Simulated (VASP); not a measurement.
The system is TiAl.

```xyz
2
Lattice="3.1791 0.0000 0.0000 0.0000 3.1791 0.0000 0.0000 0.0000 3.1791" Properties=species:S:1:pos:R:3 pbc="T T T"
Ti    0.0000    0.0000    0.0000
Al    1.5895    1.5895    1.5895
```

The cell comes from a database or a generator and needn't be the stable form of this composition.

```yaml
Program: VASP 6.6.1
Task: relaxation of cell and atoms
Functional: RPBE
Potentials_or_basis: VASP PAW PBE potentials, release 64 (Ti_sv, Al)
Cutoff: 600 eV
k_mesh: 14 × 14 × 14
Occupations: gaussian, width 0.1 eV
Spin: no spin polarisation
```

At the start: pressure 3.3 GPa; volume 16.06 Å³/atom.

Question: Where does the relaxation end?

Answer: Over 3 steps the energy falls by 4.9 meV/atom and the volume is 16.55 Å³/atom (+3.0 %); space group Pm-3m (No. 221, to 0.05 Å).

The path:
| step | energy change (eV) | largest force (eV/Å) | pressure (GPa) | volume (Å³) |
| --- | --- | --- | --- | --- |
| 1 | 0.0000 | 0.0000 | 3.32 | 32.13 |
| 2 | -0.0062 | 0.0000 | -1.85 | 33.70 |
| 3 | -0.0097 | 0.0000 | 0.01 | 33.09 |

Final structure:
```xyz
2
Lattice="3.2106 0.0000 0.0000 0.0000 3.2106 0.0000 0.0000 0.0000 3.2106" Properties=species:S:1:pos:R:3 pbc="T T T"
Ti    0.0000    0.0000    0.0000
Al    1.6053    1.6053    1.6053
```

Caveat: the PAW data sets were made with another functional, which shifts forces and pressure a little.
